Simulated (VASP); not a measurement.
**A VASP 6.6.1 single-point calculation on NaCl**

INCAR

```
GGA = PE
ISMEAR = -1
NELM = 96
ENCUT = 520
EDIFF = 1E-7
ISIF = 2
LREAL = .FALSE.
LCHARG = .FALSE.
SIGMA = 0.02
IBRION = -1
NBANDS = 14
NSW = 0
PREC = Medium
LASPH = .TRUE.
LWAVE = .FALSE.
```

KPOINTS

```
KPOINTS created by Atomic Simulation Environment
0
Gamma
6 6 6
0 0 0
```

POSCAR

```
Na Cl
 1.0000000000000000
     0.0011000000000000    2.6945999999999999    2.7744000000000000
     2.7940999999999998    0.0634000000000000    2.7120000000000002
     2.9081999999999999    2.7463000000000002   -0.0507000000000000
 Na  Cl
   1   1
Cartesian
  2.9934409399999997  5.3787054300000001  2.7500921699999998
  2.7748223200000002  2.6857501900000003  2.6887648500000001
```

The recommended PBE PAW datasets give the neutral cell 14 valence electrons.

Command

```
mpirun -np 1 vasp_std
```

OSZICAR

```
N       E                     dE             d eps       ncg     rms          rms(c)
DAV:   1     0.954644518623E+02    0.95464E+02   -0.65823E+03  3142   0.110E+03
DAV:   2     0.108261458660E+01   -0.94382E+02   -0.86497E+02  3402   0.266E+02
DAV:   3    -0.678358301641E+01   -0.78662E+01   -0.78160E+01  4066   0.707E+01
DAV:   4    -0.690963598601E+01   -0.12605E+00   -0.12600E+00  3664   0.960E+00
DAV:   5    -0.691223533000E+01   -0.25993E-02   -0.25992E-02  4096   0.142E+00    0.220E+00
DAV:   6    -0.672503412892E+01    0.18720E+00   -0.30623E-01  3946   0.333E+00    0.164E+00
DAV:   7    -0.671274730016E+01    0.12287E-01   -0.84199E-02  4280   0.172E+00    0.112E+00
DAV:   8    -0.671812290703E+01   -0.53756E-02   -0.96171E-03  3532   0.858E-01    0.308E-01
DAV:   9    -0.671798851493E+01    0.13439E-03   -0.23680E-04  4066   0.123E-01    0.153E-01
DAV:  10    -0.671809437771E+01   -0.10586E-03   -0.27197E-04  3640   0.140E-01    0.553E-02
DAV:  11    -0.671808652701E+01    0.78507E-05   -0.17728E-05  4174   0.423E-02    0.962E-03
DAV:  12    -0.671808696020E+01   -0.43318E-06   -0.16576E-06  3688   0.126E-02    0.140E-03
DAV:  13    -0.671808731344E+01   -0.35324E-06   -0.18866E-07  3994   0.306E-03    0.284E-03
DAV:  14    -0.671808719604E+01    0.11740E-06   -0.59877E-08  3688   0.191E-03    0.677E-04
DAV:  15    -0.671808721888E+01   -0.22837E-07   -0.30884E-09  2300   0.480E-04
   1 F= -.67180872E+01 E0= -.67180872E+01  d E =-.386979E-11
```

From OUTCAR

```
k-points           NKPTS =    112   k-points in BZ     NKDIM =    112   number of bands    NBANDS=     14

   NELECT =      14.0000    total number of electrons

   dimension x,y,z NGX =    24 NGY =   24 NGZ =   24
   dimension x,y,z NGXF=    24 NGYF=   24 NGZF=   28

  energy-cutoff  :      520.00
  volume of cell :       42.40
      direct lattice vectors                 reciprocal lattice vectors
     0.001100000  2.694600000  2.774400000    -0.175720555  0.189340144  0.176613805
     2.794100000  0.063400000  2.712000000     0.182907943 -0.190280315  0.184734767
     2.908200000  2.746300000 -0.050700000     0.168190017  0.182743261 -0.177553706

 k-points in reciprocal lattice and weights: KPOINTS created by Atomic Simulation Env
   0.00000000  0.00000000  0.00000000       0.005
   0.16666667  0.00000000 -0.00000000       0.009
   0.33333333  0.00000000 -0.00000000       0.009
   0.50000000  0.00000000  0.00000000       0.005
  -0.00000000  0.16666667 -0.00000000       0.009
   0.16666667  0.16666667 -0.00000000       0.009
   0.33333333  0.16666667 -0.00000000       0.009
   0.50000000  0.16666667 -0.00000000       0.009
   ...

 E-fermi :   0.1339

 k-point     1 :       0.0000    0.0000    0.0000
  band No.  band energies     occupation
      1     -21.1107      2.00000
      2     -21.1022      2.00000
      3     -21.0989      2.00000
      4     -13.1883      2.00000
      5      -0.5007      2.00000
      6      -0.4058      2.00000
      7      -0.2828      2.00000
      8       4.9281      0.00000
      9      10.3285      0.00000
     10      10.8704      0.00000
     11      11.2779      0.00000
     12      12.7764      0.00000
     13      13.3630      0.00000
     14      14.6976      0.00000

 k-point     2 :       0.1667    0.0000   -0.0000
  band No.  band energies     occupation
      1     -21.1154      2.00000
      2     -21.1088      2.00000
      3     -21.0991      2.00000
      4     -13.0924      2.00000
      5      -1.0493      2.00000
      6      -0.5549      2.00000
      7      -0.3894      2.00000
      8       5.7642      0.00000
      9      10.0029      0.00000
     10      10.8333      0.00000
     11      11.4350      0.00000
     12      12.6029      0.00000
     13      12.9457      0.00000
     14      15.9049      0.00000

 k-point     3 :       0.3333    0.0000   -0.0000
  band No.  band energies     occupation
      1     -21.1339      2.00000
      2     -21.1125      2.00000
      3     -21.0993      2.00000
      4     -12.8912      2.00000
      5      -2.0648      2.00000
      6      -0.6755      2.00000
      7      -0.5524      2.00000
      8       6.8261      0.00000
      9       9.9007      0.00000
     10      10.7661      0.00000
     11      11.2445      0.00000
     12      13.5626      0.00000
     13      14.1789      0.00000
     14      15.2759      0.00000

 k-point     4 :       0.5000    0.0000    0.0000
  band No.  band energies     occupation
      1     -21.1436      2.00000
      2     -21.1138      2.00000
      3     -21.0995      2.00000
      4     -12.7853      2.00000
      5      -2.4970      2.00000
      6      -0.7377      2.00000
      7      -0.6244      2.00000
      8       6.9790      0.00000
      9      10.3456      0.00000
     10      10.7739      0.00000
     11      11.0582      0.00000
     12      14.8887      0.00000
     13      15.3482      0.00000
     14      16.3973      0.00000

 ...

  Total        0.5282223      1.1223279      0.6682810     -0.1339853      0.0033991      0.0953229
  in kB       19.9583598     42.4060515     25.2503387     -5.0625029      0.1284300      3.6016808
  external PRESSURE =      29.2049167 kB  Pullay stress =       0.0000000 kB

 POSITION                                       TOTAL-FORCE (eV/Angst)
 -----------------------------------------------------------------------------------
      2.99344      5.37871      2.75009        -0.179539     -0.026464     -0.083162
      2.77482      2.68575      2.68876         0.179539      0.026464      0.083162
 -----------------------------------------------------------------------------------
    total drift:                                0.000393     -0.003681      0.005330

  FREE ENERGIE OF THE ION-ELECTRON SYSTEM (eV)
  ---------------------------------------------------
  free  energy   TOTEN  =        -6.7180872189 eV

  energy  without entropy=       -6.7180872189  energy(sigma->0) =       -6.71808722
```

It converged. Results: gap between bands v and c on the k mesh 5.21 eV; least direct gap on the k mesh 5.21 eV; pressure 2.9 GPa; largest force 0.20 eV/Å. Band v is the last that the valence electrons fill when counted band by band, and c is the next.

For comparison, a separate PBE run of the intended cell, on usual settings and not on those above, gives a gap of 5.21 eV on its mesh and a pressure of 2.9 GPa.

The run above took about 20 s on one core of a shared host (Intel Xeon Platinum 8488C) and held 0.15 GiB at most.
